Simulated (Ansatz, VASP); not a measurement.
ZnS in VASP and in Ansatz

```xyz
2
Lattice="-0.0132 2.6418 2.6418 2.6418 -0.0132 2.6418 2.6418 2.6418 -0.0132" Properties=species:S:1:pos:R:3 pbc="T T T"
Zn    3.9528    3.9528    3.9528
S     0.0000    0.0000    0.0000
```

Change from the starting cell: equal xy, yz and zx engineering shears of -0.5 %.

Alike in both runs: task relaxation of the atoms; functional LDA; k mesh 8 × 8 × 8; no spin polarisation.

|  | VASP | Ansatz |
| --- | --- | --- |
| version | VASP 6.6.1 | Ansatz 0.2.0 |
| potentials or method | VASP PAW LDA potentials, release 64 (Zn, S), cutoff 520 eV | all-electron LAPW, scalar-relativistic |
| occupations | gaussian, width 0.01 eV | fixed |

```csv
,VASP,Ansatz,Ansatz less VASP
"gap on the k mesh at the Fermi level, each at its own relaxed structure (eV)",2.13,2.10,-0.033
```

Ansatz ran all-electron here, so the differences hold the error of VASP's frozen core and of both bases.
